## Does the error follow the bond?

The bulk modulus is the resistance of a solid to being squeezed from all sides: the added pressure divided by the small fraction of volume lost. A designer who takes it from a calculation wants to know how far off it may be, and whether the error found for one material can be carried over to the next. The simplest hope is that the error goes with the type of bonding. Metals would then share one correction, and crystals held by directed covalent bonds another.

Two metals, tantalum and tungsten, and two tetrahedrally bonded crystals, boron arsenide and silicon carbide, serve to set up such a rule. Iridium and diamond then put it to the test, one from each class.

Bulk moduli of crystals computed with Quantum ESPRESSO 7.5 in the LDA, without spin polarization or spin-orbit coupling and with Fermi-Dirac smearing of 0.05 eV. Each computed value belongs to the minimum of an energy-volume curve fitted to seven volumes, from 6% below to 6% above that of the given cell.

```tsv
formula	space group	volume of the given cell (Å³/atom)	potentials or basis	wave cutoff (eV)	k-mesh	computed bulk modulus (GPa)	measured bulk modulus (GPa)	range of the values found (GPa)	what was measured, and how	source	computed over measured, less one (%)
BAs	F-43m	13.63	PseudoDojo 0.4.1 SR LDA standard	1088	10x10x10	146.8	148	one value	literature experimental value; not stated; bulk crystal	arXiv:1911.11281 (2019)	-0.8
Ta	Im-3m	18.01	GBRV 1.5 LDA	612	11x11x11	229.7	194	194 to 198	experimental value at ambient conditions; not stated; bulk crystal	arXiv:1910.08312 (2019)	18.4
SiC	F-43m	10.35	PseudoDojo 0.4.1 SR LDA standard	1116	10x10x10	228.2	225	one value	bulk modulus B; quoted earlier experiment; bulk crystal	pmc:9505936 (2022)	1.4
W	Im-3m	15.85	GBRV 1.5 LDA	612	12x12x12	329.9	307	one value	isotropic polycrystalline bulk modulus K, bounded above by the literature value in the fit; surface Brillouin spectroscopy; bulk crystal	arXiv:1710.07581 (2017)	7.5
Ir	Fm-3m	14.06	PseudoDojo 0.4.1 SR LDA standard	762	12x12x12	?	?	?	?	?	?
C	Fd-3m	5.67	PseudoDojo 0.4.1 SR LDA standard	1116	13x13x13	?	?	?	?	?	?
```

In the known rows the classes stand apart. Both covalent crystals come out within 1.5% of their measured values, while tungsten is 7.5% too stiff and tantalum 18%. Tungsten's reference was bounded by a literature value when it was derived, so it is not a fully independent measurement. The difference between the two covalent crystals is too small to interpret.

## Two errors inside one number

The local density approximation (LDA) takes the exchange and correlation energy of the electrons at each point from a uniform electron gas of the same density. It is well established that this usually binds atoms too strongly and makes crystals too small. A smaller crystal is also a stiffer one, because the repulsion between neighbouring atoms rises ever more steeply as they approach. The computed bulk modulus belongs to LDA's own equilibrium volume, so it contains this stiffening.

A nitrogen molecule shows the same effect in the one link between its two atoms. Its energy curve bends more sharply at short distance, so a method that makes the bond too short reads the stiffness from a more sharply bent part of the curve. The comparison ends there, since squeezing a crystal shortens many bonds at once, and in a metal the mobile electrons supply part of the resistance.

The effect can be separated out, because the same calculations give the pressure at several volumes. The bulk modulus is

$$B=-V\,\frac{dP}{dV},$$

where $V$ is the volume and $P$ the pressure. Taking the slope between volumes 2% below and 2% above the listed cell gives the stiffness at the listed volume. The cells come from databases, and that they lie close to the measured volumes is assumed here, not checked; a cell 1% too large would by itself make a crystal look roughly 4% too soft. The ratio of computed to measured bulk modulus then splits exactly into two factors:

$$\frac{B_{\mathrm{LDA}}}{B_{\mathrm{meas}}}=\frac{B_{\mathrm{listed}}}{B_{\mathrm{meas}}}\times\frac{B_{\mathrm{LDA}}}{B_{\mathrm{listed}}}.$$

The first factor compares the calculation with experiment at the listed volume, and the second is the stiffening on contraction.

The first factor is below one in all four known crystals: at the listed volume LDA makes each of them too soft. The second factor is above one in all four, because each contracts. The error in the table is what remains after these two opposing errors have partly or almost wholly offset each other. A small remainder is therefore no sign that either of them is small.

Boron arsenide shows how strong the cancellation can be. At the listed volume its bulk modulus is 130 GPa, well below the measured 148 GPa. Contraction to the LDA minimum lifts it to 147 GPa. The close agreement in the table thus combines a crystal that is too small with a stiffness that is too low at the right size.

The size of the second factor can be guessed from the contraction. The pressure derivative of the bulk modulus is about 4 in all four crystals, so each percent of lost volume adds roughly 4% to the stiffness, and somewhat more when the contraction is large. Tungsten shrinks by 2.6%, which suggests a gain of about 10%; the calculation gives 12%. Tantalum shrinks by 4.4%, the most of the four, and this is why its final error is so much larger than tungsten's. Only one of tantalum's computed volumes lies below its minimum, which leaves a small uncertainty in its bulk modulus, far below its error against experiment.

Contraction alone does not, however, explain the gap between the classes. Boron arsenide and tungsten shrink by nearly the same fraction and stiffen by nearly the same amount. They end up apart because they start apart: at the listed volume boron arsenide is 12% too soft and tungsten only 4%. Silicon carbide, at 7%, also starts lower than either metal, but it stiffens less as well, and the two differences count about equally in its gap to tungsten. The numbers show the different starting points but not their cause.

## A forecast for iridium and diamond

The simplest rule that respects the class gap multiplies the measured bulk modulus by one factor for metals and another for covalent crystals. Each factor was obtained by least squares from the two known rows of its class. The results are 1.106 for the metals and 1.007 for the covalent crystals. The fit weighs misses in GPa, so stiff tungsten counts for more than tantalum.

A plainer rival ignores bonding and uses one factor, 1.071, fitted to all four rows. The known rows do not favour the more detailed rule. When each crystal is left out in turn and predicted from the rest, the typical miss is 20 GPa with class factors and 17 GPa with the common one. The class rule was kept because of the different starting points at the listed volume, which a common factor cannot represent.

For iridium a rough recalled measured value of 360 GPa serves as the starting point. The estimate is then

$$1.106\times 360\ \mathrm{GPa}\approx 398\ \mathrm{GPa}.$$

Iridium took no part in the fit. The forecast is 398 GPa with a range of ±25 GPa, some 11% above measurement.

For diamond the recalled value is 440 GPa, and the covalent factor gives 443 GPa. This was raised by 2%, because the calculation treats the nuclei as fixed. In a real crystal they vibrate even at absolute zero, which expands and softens it, and carbon is the lightest atom among the elements here apart from boron. The direction of the shift is standard physics, but its size is a guess. The forecast is 452 GPa with a range of ±25 GPa, some 3% above measurement, which also makes diamond stiffer than iridium.

Both ranges are judgements rather than statistical errors, since two crystals per class are too few for statistics. The common factor would put iridium lower, at 386 GPa, and diamond higher, at 471 GPa. The two rules thus differ in opposite directions for the two crystals.

Iridium tests one thing more. Tantalum and tungsten were computed with a different family of potentials from the covalent crystals, and with a lower cutoff, so the known rows cannot tell an effect of bonding from an effect of these settings. Iridium is a metal computed with the covalent crystals' family. If that family were what keeps the errors small, iridium's error should be small too.

The withheld rows as computed:

```tsv
formula	space group	volume of the given cell (Å³/atom)	potentials or basis	wave cutoff (eV)	k-mesh	computed bulk modulus (GPa)	measured bulk modulus (GPa)	range of the values found (GPa)	what was measured, and how	source	computed over measured, less one (%)
Ir	Fm-3m	14.06	PseudoDojo 0.4.1 SR LDA standard	762	12x12x12	408.1	339	one value	B0 at ambient pressure, third-order Birch-Murnaghan; high-pressure powder XRD; powder	pmc:6586894 (2019)	20.4
C	Fd-3m	5.67	PseudoDojo 0.4.1 SR LDA standard	1116	13x13x13	465.3	442	441.8 to 444.8	B0 from ultrasound; ultrasonic measurement; bulk crystal	arXiv:cond-mat/0702656 (2007)	5.3
```

## What the two crystals reveal

Both computed values fall inside their ranges, and diamond is indeed the stiffer crystal. Iridium comes out at 408 GPa, 10 GPa above the forecast, and diamond at 465 GPa, 13 GPa above. Both forecasts were thus too low by between 2% and 3% of the computed value. The forecast errors relative to experiment fared less well, and for iridium they failed.

Iridium was expected to be some 11% stiffer than measured, but the table puts it at 20%. The listed measured value is 339 GPa, below the recalled one. It is a single value read out of the cited paper by a program, which occasionally picks up a wrong number or an imperfect sample, so the reference itself may be at fault. Had it been used, the metal factor would have given $1.106\times 339\approx 375$ GPa, which is 33 GPa too low and outside the range. Judged by the listed value, the hit on the computed value came from a high reference offsetting a low factor.

How badly LDA does for iridium therefore depends on the measurement chosen. Against the rough 360 GPa the same calculation would be about 13% too stiff, close to the average of the two known metals. Iridium also breaks the pattern of two opposing errors. At the listed volume its bulk modulus is already 370 GPa, above both references, so the contraction has no softness to offset. Against the recalled value this starting excess is too small to interpret, since a cell only about half a percent larger in volume would remove it. Spin-orbit coupling, which is strong in atoms this heavy, was left out for all three metals, and its share of their errors is untested. The excess should not be charged to the functional alone.

For diamond the reference is not the problem, since the listed 442 GPa almost equals the recalled value. Here the covalent factor itself fell short: diamond is 5% too stiff, whereas its two relatives agreed with experiment to within 1.5%. The upward shift for vibration brought the forecast closer, but that does not confirm its cause. The pressures computed for diamond show where the factor failed. At the listed volume its bulk modulus is 425 GPa, only 4% below the measured one, and contraction then stiffens it by about 9%, much as in silicon carbide. Diamond thus starts where tantalum and tungsten start. The gap in starting points, on which the class rule was built, does not hold for covalent crystals as a class.

The contest between the two rules is a draw. The class factors come closer for iridium, and the common factor comes closer for diamond, which it misses by only 6 GPa. With the listed reference for iridium, both rules fall well short of the computed value. Neither deserves to be used as a precise correction.

What survives is an order rather than a factor. With the listed references, each of the three metals has a larger relative error than each of the three covalent crystals. The margin is thin, because diamond at 5% lies just below tungsten at 7.5%, and tungsten's reference is the one that was bounded. Iridium's large error also shows that the potentials shared with the covalent crystals do not by themselves guarantee a small one, though a single metal cannot exclude some influence of the potentials.

For a neighbouring material, neither the bonding label nor the contraction alone gives a safe correction. Boron arsenide shrinks slightly more than tungsten and still ends with the smaller error. Iridium shrinks far less than tantalum and yet, with the listed reference, has a slightly larger error. It helps to compute the bulk modulus twice, at the measured volume and at the LDA minimum. For tantalum, tungsten, silicon carbide and diamond these two values enclose the measured one. For boron arsenide both lie below it, the upper one by less than 1%, and for iridium both lie above the listed one, so the pair is not a guaranteed bracket. The distance between them shows how much of the predicted stiffness comes from a crystal that is too small.
